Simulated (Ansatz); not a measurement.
MoS2: projected density of states with LDA+U

Crystal: MoS2.

```
Mo S
1.0
     3.16900    0.00000    0.00000
    -1.58450    2.74443    0.00000
     0.00000    0.00000   12.32400
Mo S
2 4
Direct
  0.66667 0.33333 0.75000
  0.33333 0.66667 0.25000
  0.66667 0.33333 0.37700
  0.33333 0.66667 0.87700
  0.66667 0.33333 0.12300
  0.33333 0.66667 0.62300
```

- Program: Ansatz 0.2.0
- Task: projected density of states
- Functional: LDA
- Potentials or basis: Ansatz PAW
- Cutoff: 420 eV (not typed: the program's choice for these potentials)
- k mesh: 10 × 10 × 3
- Occupations: fermi-dirac, width 0.05 eV
- Spin: no spin polarisation
- Hubbard terms: Mo d U = 1 eV
- Hubbard projectors: ortho-atomic (the default)
- Double counting: fll (the default)

```json
{
  "Pressure": "-5.7 GPa",
  "Largest force": "0.485 eV/Å",
  "Band gap on the k mesh": "0.87 eV, indirect (least direct gap 1.83 eV)"
}
```

Forces on the atoms (eV/Å):
```
Mo   0.000  0.000  0.000
Mo   0.000  0.000  0.000
S    0.000  0.000 -0.485
S    0.000  0.000 -0.485
S    0.000  0.000  0.485
S    0.000  0.000  0.485
```

Stress tensor (GPa, compression positive):
```
-5.84  0.00  0.00
 0.00 -5.84  0.00
 0.00  0.00 -5.43
```

Levels at points of the mesh, in eV from the valence-band top:
```
            k point  band 24  band 25  band 26  band 27  band 28  band 29
 (0.00, 0.00, 0.00)    -1.21    -1.12     0.00     2.13     2.13     2.16
(0.00, -0.50, 0.00)    -1.48    -1.40    -1.29     1.58     1.63     1.95
```

States per cell in windows of 1 eV (zero at the valence-band top; states under -8 eV left out):
```csv
from (eV),total,S 3p,Mo 4d,Mo 5s,S 3s,Mo 4p,Mo 4s
-8.0,0.00,0.00,0.00,0.00,0.00,0.00,0.00
-7.0,2.45,1.55,0.70,0.09,0.05,0.01,0.01
-6.0,3.99,2.54,1.22,0.07,0.10,0.02,0.01
-5.0,5.08,3.08,1.44,0.14,0.31,0.03,0.01
-4.0,5.03,2.94,1.89,0.02,0.10,0.02,0.00
-3.0,5.76,3.90,1.56,0.02,0.15,0.03,0.00
-2.0,4.93,2.38,2.32,0.04,0.07,0.02,0.00
-1.0,0.76,0.28,0.44,0.00,0.02,0.00,0.00
0.0,0.14,0.05,0.08,0.00,0.00,0.00,0.00
1.0,6.33,1.90,4.05,0.08,0.11,0.00,0.00
2.0,5.61,2.19,2.94,0.04,0.16,0.00,0.00
3.0,3.42,1.53,1.57,0.00,0.15,0.00,0.00
4.0,0.50,0.19,0.24,0.00,0.04,0.00,0.00
5.0,0.82,0.05,0.03,0.27,0.03,0.00,0.01
6.0,1.99,0.15,0.05,0.48,0.09,0.00,0.01
7.0,3.76,0.22,0.08,0.58,0.14,0.00,0.01
```

Eigenvalues of the final occupation matrices:
| site | spin | trace | eigenvalues |
| --- | --- | --- | --- |
| site 1 | 1 | 2.60 | 0.47 0.47 0.53 0.53 0.58 |
| site 2 | 1 | 2.60 | 0.47 0.47 0.53 0.53 0.58 |

It took 13 s on 2 threads of Arm Neoverse V2, on a shared host, peak memory 0.55 GiB.

The gap isn't set beside the measured one, since this odd mesh misses points on the zone boundary.

Caveat: odd divisions of the mesh miss points on the zone boundary, where band edges often lie, so the gap on the mesh can be too wide; the PAW data sets come from PBE, with cores solved anew for the run's functional, which leaves a small shift of forces and pressure; the density of states is complete only up to the lowest level of the last band computed.
